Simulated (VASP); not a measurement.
**Ta: relaxation of the atoms with PBEsol**

The system is Ta.

```
Ta
1.0
    -1.64169    1.64169    1.64169
     1.64169   -1.64169    1.64169
     1.64169    1.64169   -1.64169
Ta
1
Cartesian
  0.0000 0.0000 0.0000
```

| Quantity | Value |
| --- | --- |
| Program | VASP 6.6.1 |
| Task | relaxation of the atoms |
| Functional | PBEsol |
| Potentials or basis | VASP PAW PBE potentials, release 64 (Ta_pv) |
| Cutoff | 600 eV |
| k mesh | 16 × 16 × 16 |
| Occupations | methfessel-paxton, width 0.1 eV |
| Spin | no spin polarisation |
| Further INCAR settings | ALGO = Normal; EDIFF = 1e-07; IBRION = 2; EDIFFG = -0.01; NSW = 40 |

| Property | Result |
| --- | --- |
| Pressure after relaxing | 0.0 GPa |
| Band gap on the k mesh | none (metal or under the smearing width) |

Final structure:
```
Ta
1.0
    -1.64169    1.64169    1.64169
     1.64169   -1.64169    1.64169
     1.64169    1.64169   -1.64169
Ta
1
Cartesian
  0.0000 0.0000 0.0000
```

Levels at points of the mesh, in eV from the Fermi level:
| k point | band 3 | band 4 | band 5 | band 6 | band 7 | band 8 |
| --- | --- | --- | --- | --- | --- | --- |
| (0.00, 0.00, 0.00) | -32.93 | -7.97 | 0.74 | 0.74 | 0.74 | 4.08 |
| (0.50, 0.00, 0.00) | -32.94 | -4.44 | -1.58 | 1.72 | 3.97 | 5.02 |
| (0.50, 0.50, 0.50) | -33.80 | -3.89 | -3.89 | 7.01 | 7.01 | 7.01 |

It took 7.6 s on 1 thread of Intel(R) Xeon(R) 6975P-C (Granite Rapids), with other jobs on the host, peak memory 0.16 GiB.

Caveat: the relaxation stopped at its first step, so nothing moved; the PAW data sets were made with another functional, which shifts forces and pressure a little. Spin-orbit coupling is left out, which matters for the levels of Ta.
